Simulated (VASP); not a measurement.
Here is a VASP 6.6.1 calculation.

The input POSCAR:

```
MgO                                     
1.0
    0.0000000000      2.1224813280      2.1224813280
    2.1224813280      0.0000000000      2.1224813280
    2.1224813280      2.1224813280      0.0000000000
  Mg              O             
     1     1
Direct
     0.0000000000000000    0.0000000000000000    0.0000000000000000
     0.5000000000000000    0.5000000000000000    0.5000000000000000
```

INCAR.step1

```
ALGO     = Normal         # electronic algorithm
EDIFF    = 1E-5           # SCF threshold, eV
ENCUT    = 520            # plane-wave cutoff, eV
GGA      = PE             # functional
ISIF     = 2              # what is computed and relaxed
ISMEAR   = 0              # smearing method
KPAR     = 4            
LASPH    = True           # aspherical terms in the spheres
LCHARG   = False          # write CHGCAR
LREAL    = False          # projectors in reciprocal space
LWAVE    = True           # write WAVECAR
NBANDS   = 11             # bands
NELM     = 80             # most SCF steps
PREC     = Accurate       # precision mode
SIGMA    = 0.03           # smearing width, eV
```

The input INCAR.step2:

```
AEXX     = 0.25           # exact-exchange fraction
ALGO     = Normal         # electronic algorithm
EDIFF    = 1E-7           # SCF threshold, eV
ENCUT    = 520            # plane-wave cutoff, eV
GGA      = PE             # functional
HFRCUT   = -1           
ISIF     = 2              # what is computed and relaxed
ISMEAR   = 0              # smearing method
ISTART   = 1            
KPAR     = 4            
LASPH    = True           # aspherical terms in the spheres
LCHARG   = False          # write CHGCAR
LHFCALC  = True           # exact exchange
LREAL    = False          # projectors in reciprocal space
LWAVE    = False          # write WAVECAR
NBANDS   = 11             # bands
NELM     = 80             # most SCF steps
PREC     = Accurate       # precision mode
PRECFOCK = Fast         
SIGMA    = 0.03           # smearing width, eV
```

KPOINTS

```
k-points
0
Gamma
  8 8 8
```

The input KPOINTS_OPT:

```
explicit points
9
Reciprocal
 0.0000000000  0.0000000000  0.0000000000 1
 0.3750000000  0.3750000000  0.7500000000 1
 0.5000000000  0.5000000000  0.5000000000 1
 0.6250000000  0.2500000000  0.6250000000 1
 0.5000000000  0.2500000000  0.7500000000 1
 0.5000000000  0.0000000000  0.5000000000 1
 0.4000000000  0.0000000000  0.4000000000 1
 0.4250000000  0.0000000000  0.4250000000 1
 0.4500000000  0.0000000000  0.4500000000 1
```

Potentials or basis: VASP PAW PBE potentials, release 64 (Mg, O).

Run with:

```console
$ cat potpaw_PBE.64/Mg/POTCAR potpaw_PBE.64/O/POTCAR > POTCAR
$ cp INCAR.step1 INCAR
$ mpirun -np 4 vasp_std > vasp.out
$ cp INCAR.step2 INCAR
$ mpirun -np 4 vasp_std > vasp.out
```

Task: What does it give for the band gap on the k mesh?

Result: 6.93 eV, direct.

Task: Predict the pressure.

Result: -5.2 GPa.

Task: Predict the band gap along the path.

Result: 6.93 eV, direct.

Caveat: the PAW data sets were made with another functional, which shifts forces and pressure a little.

**Measured values to compare with.**

“Electronic structure of alkaline earth and post-transition metal oxides”, 2009, arxiv:0908.1581 quotes, for a bulk crystal of MgO: band gap 7.83 eV.

Measured gap of MgO: 7.83 eV (quoted in “Electronic structure of alkaline earth and post-transition metal oxides”, 2009, arxiv:0908.1581). This calculation gives 6.93 eV (-0.90 eV). The value is that of PBE0, without temperature or zero-point motion.
